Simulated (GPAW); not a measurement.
## free-standing triangular Co monolayer, spacing 2.8 A: a ladder in the plane-wave cutoff

Aim: see how far moments and order energies of free-standing triangular Co monolayer, spacing 2.8 A move with the plane-wave cutoff, and what each rung costs.

Program: GPAW 26.7.0. Level of theory: PBE; plane waves with GPAW's PAW setups, scalar-relativistic. Results are calculated unless marked as measured.

## 1. The starting structure

The cell holds 1 atom: 1 Co. Cell: a = 2.800 Å, b = 2.800 Å, c = 14.000 Å, α = 90.0°, β = 90.0°, γ = 120.0°. model lattice. Vacuum lies along c.

## 2. Rung 1 (250 eV), start ferro +

The ladder starts at a low cutoff and climbs, to see from where on the results stand still.

Contents of order1.py:

```python
import json
import numpy as np
from ase import Atoms
from ase.parallel import paropen, parprint
from gpaw import GPAW

atoms = Atoms(['Co'],
    cell=[[2.8, 0.0, 0.0],
         [-1.4, 2.424871, 0.0],
         [0.0, 0.0, 14.0]],
    scaled_positions=[[0.0, 0.0, 0.5]],
    pbc=True,
    magmoms=[2.0])
atoms.calc = GPAW(mode={'name': 'pw', 'ecut': 250},
    xc='PBE',
    kpts={'size': (12, 12, 1), 'gamma': True},
    occupations={'name': 'fermi-dirac', 'width': 0.05},
    convergence={'density': 1e-05, 'energy': 1e-05},
    maxiter=200,
    symmetry={'tolerance': 1e-4},
    txt='order1.txt')
e = atoms.get_potential_energy(force_consistent=True)
res = {'free_energy': e, 'energy_sigma0': atoms.get_potential_energy(), 'fermi_energy': atoms.calc.get_fermi_level()}
res['moments'] = atoms.get_magnetic_moments().tolist()
res['total'] = atoms.get_magnetic_moment()
parprint('site moments (muB):', np.round(res['moments'], 3))
parprint(f"total moment: {res['total']:.3f} muB")
parprint(f'free energy: {e:.6f} eV')
atoms.calc.write('order1.gpw')
with paropen('results.json', 'w') as f:
    json.dump(res, f)
```

Started as:

```sh
OMP_NUM_THREADS=1 python3 order1.py > order1.log
```

Numbers of over 12 decimals in the logs are rounded to 6 here.

The program printed:

```text
site moments (muB): [2.111]
total moment: 2.123 muB
free energy: -5.145310 eV

--- order1.txt ---
Input parameters:
  mode=PW(ecut=250),
  convergence={'density': 1e-05, 'energy': 1e-05},
  kpts=MonkhorstPack(size=(12, 12, 1), gamma=True),
  maxiter=200,
  occupations=Occupations(name='fermi-dirac', width=0.05),
  symmetry=Symmetry(tolerance=0.0001),
  xc=XC(name='PBE')

Diagonalizing LCAO Hamiltonian
Converting LCAO to pw mode

       Co

Atoms  # Å, Bohr magnetons
|   | symbol |        x |        y |        z |    initial magnetic moments |
|---|--------|----------|----------|----------|-----------------------------|
| 0 |     Co | 0.000000 | 0.000000 | 7.000000 | ( 0.0000,  0.0000,  2.0000) |

Unit cell  # Å
| periodic |         x |        y |         z |   lengths |     angles |
|----------|-----------|----------|-----------|-----------|------------|
|      yes |  2.800000 | 0.000000 |  0.000000 |  2.800000 |  90.000000 |
|      yes | -1.400000 | 2.424871 |  0.000000 |  2.800000 |  90.000000 |
|      yes |  0.000000 | 0.000000 | 14.000000 | 14.000000 | 120.000001 |

Number of symmetries: 24

BZ-sampling:
  Number of BZ points: 144
  Number of IBZ points: 19

  Monkhorst-Pack size: [12, 12, 1]
  Monkhorst-Pack shift: [0.041667, 0.041667, 0.0]

Plane wave coefficients: 889
Cutoff: 250.0 eV

Spin-components: 2 (collinear spins)
Bands:           9
Projectors:      6
Spin-degeneracy: 1
Datatype:        complex128

Parallelization:
  kpt:    1
  domain: 1
  band:   1

Density:
  Valence electrons: 9.0
  Components: 2
  Grid points: [12 12 54]
  Charge: 0.0  # |e|

Potential:
  Grid points: [12 12 54]

[... setups left out ...]
Reference energy: -37902.709906  # eV

eigensolver:
  PPCG
  Converge bands: occupied
  niter=2

density mixing:
  MSR1-Mixer
  Pratt-step length: 0.05
  Maximum mixing coefficient: 0.75
  Old densities: 10
  SVD Regularization: 0.005
  Good broyden scale: 1.0
  Trust region scale: 1.0
  Backstep threshold: 4.0
  History deletion threshold: 6.0
  Fourier metric: weight=20.0, sigma=0.015

occupation numbers:
  Fermi-Dirac:
    width: 0.0500  # eV

poisson solver:
  ecut: 2000.0  # eV

xc functional:
  name: PBE with 2 nearest neighbor stencil

convergence criteria:
- Maximum integral of absolute [dens]ity change: 1e-05 electrons / valence electron
- Maximum [total energy] change in last 3 cyles: 1e-05 eV / valence electron
- Maximum integral of absolute [eigenst]ate change: 4e-08 eV^2 / valence electron
maximum number of iterations: 200

SCF iterations
|iter     |      energy | eigst |  dens |  magmom |
|---------|-------------|-------|-------|---------|
|iter:   1|       0s |   -5.417371 | -0.61 |       |  +2.0032|
|iter:   2|       0s |   -5.273334 | -1.77 | -0.84 |  +1.9954|
|iter:   3|       1s |   -5.122179 | -1.51 | -0.92 |  +1.9696|
|iter:   4|       1s |   -5.115189 | -2.60 | -1.15 |  +2.0195|
|iter:   5|       1s |   -5.125266 | -2.74 | -1.34 |  +2.0766|
|iter:   6|       2s |   -5.130463 | -3.33 | -1.76 |  +2.1079|
|iter:   7|       2s |   -5.130990 | -3.94 | -2.16 |  +2.1245|
|iter:   8|       3s |   -5.130863 | -5.09 | -2.60 |  +2.1239|
|iter:   9|       3s |   -5.130800 | -5.70 | -2.98 |  +2.1237|
|iter:  10|       3s |   -5.130798c| -7.03 | -3.84 |  +2.1232|
|iter:  11|       4s |   -5.130803c| -7.67c| -3.99 |  +2.1229|
|iter:  12|       4s |   -5.130803c| -7.80c| -4.56 |  +2.1228|
|iter:  13|       4s |   -5.130803c| -8.02c| -4.63 |  +2.1226|
|iter:  14|       5s |   -5.130804c| -7.97c| -4.67 |  +2.1226|
|iter:  15|       5s |   -5.130807c| -7.45c| -4.56 |  +2.1227|
|iter:  16|       6s |   -5.130811c| -7.42c| -4.60 |  +2.1229|
|iter:  17|       6s |   -5.130812c| -8.16c| -4.87 |  +2.1231|
|iter:  18|       6s |   -5.130812c| -8.94c| -5.45c|  +2.1232|

Converged in 18 steps
Energy contributions relative to reference atoms: (reference = -37902.709906)

Energy contributions:
  Kinetic:          -1.395298
  Coulomb:           1.961092
  Zero:              0.310876
  External:          0.000000
  Xc:               -5.992983
  Entropy:          -0.028996
  Spinorbit:         0.000000
  ----------------------------
  Free energy:      -5.145310
  Extrapolated:     -5.130812

dipole moment: (-3.759062, -6.510886, -0.000005)  # |e|*Ang

Total magnetic moment: (0.000000, 0.000000, 2.123154)

Local magnetic moments
|        x |        y |        z |
|----------|----------|----------|
| 0.000000 | 0.000000 | 2.110885 |  # Co   0

Fermi level: -2.819
Eigenvalues  # (at kpt = [-0.000, -0.000, 0.000])
| band index |      eig [eV] | occ [0-1] |      eig [eV] | occ [0-1] |
|------------|---------------|-----------|---------------|-----------|
|          0 |        -7.601 |     1.000 |        -7.329 |     1.000 |
|          1 |        -5.367 |     1.000 |        -3.390 |     1.000 |
|          2 |        -5.026 |     1.000 |        -3.079 |     0.995 |
|          3 |        -5.026 |     1.000 |        -3.079 |     0.994 |
|          4 |        -4.608 |     1.000 |        -2.344 |     0.000 |
|          5 |        -4.608 |     1.000 |        -2.344 |     0.000 |
|          6 |        -1.942 |     0.000 |        -1.851 |     0.000 |
|          7 |         1.310 |     0.000 |         1.326 |     0.000 |
|          8 |         2.471 |     0.000 |         2.434 |     0.000 |

No gap
No difference between direct/indirect transitions
```

It took 10 s on 1 MPI rank of Intel Xeon Platinum 8488C (Sapphire Rapids), shared host; peak memory 0.15 GiB.

This step gave:

* magnetization: 2.123 μB
* final state: ferromagnetic
* largest moment: 2.111 μB

After 18 cycles the largest moment stands at 2.11 μB.

## 3. Rung 1 (250 eV), start antiferro q=(0,1/2,0) +-

The second start gives the energy difference between the two end states, the quantity that is followed up the ladder. Its q is in fractions of the reciprocal vectors of the first run's cell.

order2.py is the script of step 2 with these lines changed:

```diff
@@ -6,12 +6,13 @@
 
-atoms = Atoms(['Co'],
+atoms = Atoms(['Co', 'Co'],
     cell=[[2.8, 0.0, 0.0],
-         [-1.4, 2.424871, 0.0],
+         [-2.8, 4.849742, 0.0],
          [0.0, 0.0, 14.0]],
-    scaled_positions=[[0.0, 0.0, 0.5]],
+    scaled_positions=[[0.0, 0.0, 0.5],
+         [0.0, 0.5, 0.5]],
     pbc=True,
-    magmoms=[2.0])
+    magmoms=[2.0, -2.0])
 atoms.calc = GPAW(mode={'name': 'pw', 'ecut': 250},
     xc='PBE',
-    kpts={'size': (12, 12, 1), 'gamma': True},
+    kpts={'size': (12, 6, 1), 'gamma': True},
     occupations={'name': 'fermi-dirac', 'width': 0.05},
@@ -20,3 +21,3 @@
     symmetry={'tolerance': 1e-4},
-    txt='order1.txt')
+    txt='order2.txt')
 e = atoms.get_potential_energy(force_consistent=True)
@@ -28,3 +29,3 @@
 parprint(f'free energy: {e:.6f} eV')
-atoms.calc.write('order1.gpw')
+atoms.calc.write('order2.gpw')
 with paropen('results.json', 'w') as f:
```

Started as:

```sh
OMP_NUM_THREADS=1 python3 order2.py > order2.log
```

The program printed:

```text
site moments (muB): [ 1.935 -1.935]
total moment: 0.000 muB
free energy: -10.160358 eV

--- order2.txt ---
Input parameters:
  mode=PW(ecut=250),
  convergence={'density': 1e-05, 'energy': 1e-05},
  kpts=MonkhorstPack(size=(12, 6, 1), gamma=True),
  maxiter=200,
  occupations=Occupations(name='fermi-dirac', width=0.05),
  symmetry=Symmetry(tolerance=0.0001),
  xc=XC(name='PBE')

Diagonalizing LCAO Hamiltonian
Converting LCAO to pw mode

         Co
          Co

Atoms  # Å, Bohr magnetons
|   | symbol |         x |        y |        z |    initial magnetic moments |
|---|--------|-----------|----------|----------|-----------------------------|
| 0 |     Co |  0.000000 | 0.000000 | 7.000000 | ( 0.0000,  0.0000,  2.0000) |
| 1 |     Co | -1.400000 | 2.424871 | 7.000000 | ( 0.0000,  0.0000, -2.0000) |

Number of symmetries: 4

BZ-sampling:
  Number of BZ points: 72
  Number of IBZ points: 38

  Monkhorst-Pack size: [12, 6, 1]
  Monkhorst-Pack shift: [0.041667, 0.083333, 0.0]

Plane wave coefficients: 1733
Cutoff: 250.0 eV

Spin-components: 2 (collinear spins)
Bands:           15
Projectors:      12
Spin-degeneracy: 1
Datatype:        complex128

Parallelization:
  kpt:    1
  domain: 1
  band:   1

Density:
  Valence electrons: 18.0
  Components: 2
  Grid points: [12 21 54]
  Charge: 0.0  # |e|

Potential:
  Grid points: [12 21 54]

[... setups left out ...]
Reference energy: -75805.419811  # eV

convergence criteria:
- Maximum integral of absolute [dens]ity change: 1e-05 electrons / valence electron
- Maximum [total energy] change in last 3 cyles: 1e-05 eV / valence electron
[...]
|iter:  17|      36s |  -10.145090c| -7.18 | -3.87 |  -0.0003|
|iter:  18|      37s |  -10.145090c| -7.48c| -4.23 |  -0.0003|
|iter:  19|      39s |  -10.145090c| -7.73c| -4.42 |  -0.0000|
|iter:  20|      40s |  -10.145090c| -8.03c| -4.95 |  +0.0000|
|iter:  21|      41s |  -10.145090c| -8.77c| -5.32c|  +0.0000|

Converged in 21 steps
Energy contributions relative to reference atoms: (reference = -75805.419811)

Energy contributions:
  Kinetic:           1.532633
  Coulomb:           0.983272
  Zero:              0.617205
  External:          0.000000
  Xc:              -13.262932
  Entropy:          -0.030536
  Spinorbit:         0.000000
  ----------------------------
  Free energy:     -10.160358
  Extrapolated:    -10.145090

dipole moment: (-7.506664, -13.001926, -0.000012)  # |e|*Ang

Total magnetic moment: (0.000000, 0.000000, 0.000034)

Local magnetic moments
|        x |        y |         z |
|----------|----------|-----------|
| 0.000000 | 0.000000 |  1.934915 |  # Co   0
| 0.000000 | 0.000000 | -1.934906 |  # Co   1

Fermi level: -2.576
Eigenvalues  # (at kpt = [-0.000, 0.000, 0.000])
| band index |      eig [eV] | occ [0-1] |      eig [eV] | occ [0-1] |
|------------|---------------|-----------|---------------|-----------|
|          0 |        -7.253 |     1.000 |        -7.253 |     1.000 |
|          1 |        -5.390 |     1.000 |        -5.390 |     1.000 |
|          2 |        -5.149 |     1.000 |        -5.149 |     1.000 |
|          3 |        -4.445 |     1.000 |        -4.445 |     1.000 |
|          4 |        -4.313 |     1.000 |        -4.313 |     1.000 |
[...]
|         11 |        -1.757 |     0.000 |        -1.757 |     0.000 |
|         12 |        -0.874 |     0.000 |        -0.874 |     0.000 |
|         13 |         1.307 |     0.000 |         1.307 |     0.000 |
|         14 |         1.900 |     0.000 |         1.900 |     0.000 |

No gap
No difference between direct/indirect transitions
```

Run time: 46 s. Hardware: 1 MPI rank; peak memory 0.2 GiB.

Numbers from this step:

| Quantity | Value |
| --- | --- |
| magnetization | 0 μB |
| final state | antiferromagnetic |
| largest moment | 1.935 μB |

This start lies +65.1 meV a seeded atom from the first; its largest moment is 1.93 μB.

## 4. Rung 2 (325 eV), start ferro +

order1.py is the script of step 2 with these lines changed:

```diff
@@ -13,3 +13,3 @@
     magmoms=[2.0])
-atoms.calc = GPAW(mode={'name': 'pw', 'ecut': 250},
+atoms.calc = GPAW(mode={'name': 'pw', 'ecut': 325},
     xc='PBE',
```

Started as:

```sh
OMP_NUM_THREADS=1 python3 order1.py > order1.log
```

The program printed:

```text
site moments (muB): [2.126]
total moment: 2.145 muB
free energy: -5.615876 eV

--- order1.txt ---
Input parameters:
  mode=PW(ecut=325),
  convergence={'density': 1e-05, 'energy': 1e-05},
  kpts=MonkhorstPack(size=(12, 12, 1), gamma=True),
  maxiter=200,
  occupations=Occupations(name='fermi-dirac', width=0.05),
  symmetry=Symmetry(tolerance=0.0001),
  xc=XC(name='PBE')

Diagonalizing LCAO Hamiltonian
[...]
|          3 |        -5.016 |     1.000 |        -3.041 |     0.989 |
|          4 |        -4.623 |     1.000 |        -2.334 |     0.000 |
|          5 |        -4.623 |     1.000 |        -2.334 |     0.000 |
|          6 |        -1.945 |     0.000 |        -1.855 |     0.000 |
|          7 |         1.445 |     0.000 |         1.425 |     0.000 |
|          8 |         2.579 |     0.000 |         2.483 |     0.000 |

No gap
No difference between direct/indirect transitions


[key lines of the parts left out:]
Free energy:      -5.615876
Converged in 17 steps
dipole moment: (-3.750225, -6.495580, -0.000005)  # |e|*Ang
Fermi level: -2.816
```

Wall time 11 s (1 MPI rank); peak memory 0.15 GiB.

Numbers from this step:

| Property | Result |
| --- | --- |
| magnetization | 2.145 μB |
| final state | ferromagnetic |
| largest moment | 2.126 μB |

The largest moment moves by +0.02 μB from rung 1, at 1.1 times its CPU time.

## 5. Rung 2 (325 eV), start antiferro q=(0,1/2,0) +-

order2.py is the script of step 3 with these lines changed:

```diff
@@ -14,3 +14,3 @@
     magmoms=[2.0, -2.0])
-atoms.calc = GPAW(mode={'name': 'pw', 'ecut': 250},
+atoms.calc = GPAW(mode={'name': 'pw', 'ecut': 325},
     xc='PBE',
```

Started as:

```sh
OMP_NUM_THREADS=1 python3 order2.py > order2.log
```

The program printed:

```text
site moments (muB): [ 1.938 -1.938]
total moment: 0.000 muB
free energy: -11.093589 eV

--- order2.txt ---
Input parameters:
  mode=PW(ecut=325),
  convergence={'density': 1e-05, 'energy': 1e-05},
  kpts=MonkhorstPack(size=(12, 6, 1), gamma=True),
  maxiter=200,
  occupations=Occupations(name='fermi-dirac', width=0.05),
  symmetry=Symmetry(tolerance=0.0001),
  xc=XC(name='PBE')

Diagonalizing LCAO Hamiltonian
[...]
|          3 |        -4.457 |     1.000 |        -4.457 |     1.000 |
|          4 |        -4.293 |     1.000 |        -4.293 |     1.000 |
[...]
|         11 |        -1.761 |     0.000 |        -1.761 |     0.000 |
|         12 |        -0.909 |     0.000 |        -0.909 |     0.000 |
|         13 |         1.438 |     0.000 |         1.438 |     0.000 |
|         14 |         1.887 |     0.000 |         1.887 |     0.000 |

No gap
No difference between direct/indirect transitions


[key lines of the parts left out:]
Free energy:     -11.093589
Converged in 16 steps
dipole moment: (-7.487700, -12.969080, -0.000012)  # |e|*Ang
Fermi level: -2.564
```

The job ended after 43 s (1 MPI rank; peak memory 0.23 GiB).

This step gave:

| Property | Result |
| --- | --- |
| magnetization | 0 μB |
| final state | antiferromagnetic |
| largest moment | 1.938 μB |

This start lies +69.1 meV a seeded atom from the first, a change of +4.0 meV since rung 1; its largest moment is 1.94 μB.

## 6. Rung 3 (400 eV), start ferro +

order1.py is the script of step 4 with these lines changed:

```diff
@@ -13,3 +13,3 @@
     magmoms=[2.0])
-atoms.calc = GPAW(mode={'name': 'pw', 'ecut': 325},
+atoms.calc = GPAW(mode={'name': 'pw', 'ecut': 400},
     xc='PBE',
```

Started as:

```sh
OMP_NUM_THREADS=1 python3 order1.py > order1.log
```

The program printed:

```text
site moments (muB): [2.124]
total moment: 2.139 muB
free energy: -5.705590 eV

--- order1.txt ---
Input parameters:
  mode=PW(ecut=400),
  convergence={'density': 1e-05, 'energy': 1e-05},
  kpts=MonkhorstPack(size=(12, 12, 1), gamma=True),
  maxiter=200,
  occupations=Occupations(name='fermi-dirac', width=0.05),
  symmetry=Symmetry(tolerance=0.0001),
  xc=XC(name='PBE')

Diagonalizing LCAO Hamiltonian
[...]
|          3 |        -5.010 |     1.000 |        -3.041 |     0.989 |
|          4 |        -4.620 |     1.000 |        -2.333 |     0.000 |
|          5 |        -4.620 |     1.000 |        -2.333 |     0.000 |
|          6 |        -1.940 |     0.000 |        -1.852 |     0.000 |
|          7 |         1.415 |     0.000 |         1.397 |     0.000 |
|          8 |         2.564 |     0.000 |         2.475 |     0.000 |

No gap
No difference between direct/indirect transitions


[key lines of the parts left out:]
Free energy:      -5.705590
Converged in 17 steps
dipole moment: (-3.750138, -6.495429, -0.000005)  # |e|*Ang
Fermi level: -2.815
```

Wall time 13 s (1 MPI rank); peak memory 0.18 GiB.

Numbers from this step:

```
magnetization  : 2.139 μB
final state    : ferromagnetic
largest moment : 2.124 μB
```

The largest moment is that of rung 2, at 1.2 times its CPU time.

## 7. Rung 3 (400 eV), start antiferro q=(0,1/2,0) +-

order2.py is the script of step 5 with these lines changed:

```diff
@@ -14,3 +14,3 @@
     magmoms=[2.0, -2.0])
-atoms.calc = GPAW(mode={'name': 'pw', 'ecut': 325},
+atoms.calc = GPAW(mode={'name': 'pw', 'ecut': 400},
     xc='PBE',
```

Started as:

```sh
OMP_NUM_THREADS=1 python3 order2.py > order2.log
```

The program printed:

```text
site moments (muB): [ 1.939 -1.939]
total moment: -0.000 muB
free energy: -11.278164 eV

--- order2.txt ---
Input parameters:
  mode=PW(ecut=400),
  convergence={'density': 1e-05, 'energy': 1e-05},
  kpts=MonkhorstPack(size=(12, 6, 1), gamma=True),
  maxiter=200,
  occupations=Occupations(name='fermi-dirac', width=0.05),
  symmetry=Symmetry(tolerance=0.0001),
  xc=XC(name='PBE')

Diagonalizing LCAO Hamiltonian
[...]
|          3 |        -4.454 |     1.000 |        -4.454 |     1.000 |
|          4 |        -4.290 |     1.000 |        -4.290 |     1.000 |
[...]
|         11 |        -1.757 |     0.000 |        -1.757 |     0.000 |
|         12 |        -0.897 |     0.000 |        -0.897 |     0.000 |
|         13 |         1.400 |     0.000 |         1.400 |     0.000 |
|         14 |         1.897 |     0.000 |         1.897 |     0.000 |

No gap
No difference between direct/indirect transitions


[key lines of the parts left out:]
Free energy:     -11.278164
Converged in 21 steps
dipole moment: (-7.487749, -12.969162, -0.000012)  # |e|*Ang
Fermi level: -2.563
```

Wall time 89 s (1 MPI rank); peak memory 0.28 GiB.

This step gave:

| Property | Result |
| --- | --- |
| magnetization | 0 μB |
| final state | antiferromagnetic |
| largest moment | 1.939 μB |

This start lies +66.5 meV a seeded atom from the first, a change of -2.6 meV since rung 2; its largest moment is 1.94 μB.

## 8. Rung 4 (500 eV), start ferro +

order1.py is the script of step 6 with these lines changed:

```diff
@@ -13,3 +13,3 @@
     magmoms=[2.0])
-atoms.calc = GPAW(mode={'name': 'pw', 'ecut': 400},
+atoms.calc = GPAW(mode={'name': 'pw', 'ecut': 500},
     xc='PBE',
```

Started as:

```sh
OMP_NUM_THREADS=1 python3 order1.py > order1.log
```

The program printed:

```text
site moments (muB): [2.124]
total moment: 2.130 muB
free energy: -5.929926 eV

--- order1.txt ---
Input parameters:
  mode=PW(ecut=500),
  convergence={'density': 1e-05, 'energy': 1e-05},
  kpts=MonkhorstPack(size=(12, 12, 1), gamma=True),
  maxiter=200,
  occupations=Occupations(name='fermi-dirac', width=0.05),
  symmetry=Symmetry(tolerance=0.0001),
  xc=XC(name='PBE')

Diagonalizing LCAO Hamiltonian
[...]
|          3 |        -5.013 |     1.000 |        -3.046 |     0.989 |
|          4 |        -4.629 |     1.000 |        -2.327 |     0.000 |
|          5 |        -4.629 |     1.000 |        -2.327 |     0.000 |
|          6 |        -1.933 |     0.000 |        -1.854 |     0.000 |
|          7 |         1.464 |     0.000 |         1.430 |     0.000 |
|          8 |         2.588 |     0.000 |         2.475 |     0.000 |

No gap
No difference between direct/indirect transitions


[key lines of the parts left out:]
Free energy:      -5.929926
Converged in 17 steps
dipole moment: (-3.746827, -6.489694, -0.000005)  # |e|*Ang
Fermi level: -2.820
```

Elapsed: 16 s, on 1 MPI rank; peak memory 0.19 GiB.

Read from the output:

```yaml
magnetization: 2.130 μB
final_state: ferromagnetic
largest_moment: 2.124 μB
```

The largest moment is that of rung 3, at 1.2 times its CPU time.

(Continued in part 2 of 2.)

[Logs and program files are shortened in this print: banners, set-up blocks, solver, clock and traceback lines can be left out without a mark of their own.]

[Logs are printed without paths, hosts, clocks, repeated set-up lines and the standing remarks that a program may print on its own settings, such as how far it seeks lower states.]

[Hosts, paths, dates, database ids (printed as entryN), source tags and the programs' standing remarks are cut or masked in the printed files.]

[Where a cell is said to come from a database of computed structures, the database is the Materials Project.]
